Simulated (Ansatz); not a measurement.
Crystal: NaCl.

```
Cl Na
1.0
     0.00000    2.79406    2.79406
     2.79406    0.00000    2.79406
     2.79406    2.79406    0.00000
Cl Na
1 1
Direct
  0.50000 0.50000 0.50000
  0.00000 0.00000 0.00000
```

The cell is a database's computed one.

| Quantity | Value |
| --- | --- |
| Program | Ansatz 0.2.0 |
| Task | relaxation of cell and atoms |
| Functional | RPBE |
| Potentials or basis | all-electron LAPW, scalar-relativistic |
| Basis error allowed | 0.001 eV/atom |
| k mesh | 8 × 8 × 8 |
| Occupations | fermi-dirac, width 0.05 eV |
| Spin | no spin polarisation |

At the start: volume 21.81 Å³/atom.

Task: How do energy, volume and symmetry change on relaxing?

Result: Over 5 steps the energy falls by 30.9 meV/atom and the volume is 24.93 Å³/atom (+14.3 %); space group Fm-3m (No. 225, to 0.05 Å).

Step by step:
```
step  energy change (eV)  largest force (eV/Å)  volume (Å³)
   1              0.0000                0.0000        43.63
   2             -0.0549                0.0000        47.61
   3             -0.0616                0.0000        49.43
   4             -0.0619                0.0000        49.86
   5             -0.0619                0.0000        49.86
```

Final structure:
```cif
data_structure
_symmetry_space_group_name_H-M 'P 1'
_symmetry_Int_Tables_number 1
_cell_length_a 4.1314
_cell_length_b 4.1314
_cell_length_c 4.1314
_cell_angle_alpha 60.000
_cell_angle_beta 60.000
_cell_angle_gamma 60.000
_cell_volume 49.86
loop_
_atom_site_label
_atom_site_type_symbol
_atom_site_fract_x
_atom_site_fract_y
_atom_site_fract_z
_atom_site_occupancy
Cl1 Cl 0.50000 0.50000 0.50000 1
Na1 Na 0.00000 0.00000 0.00000 1
```
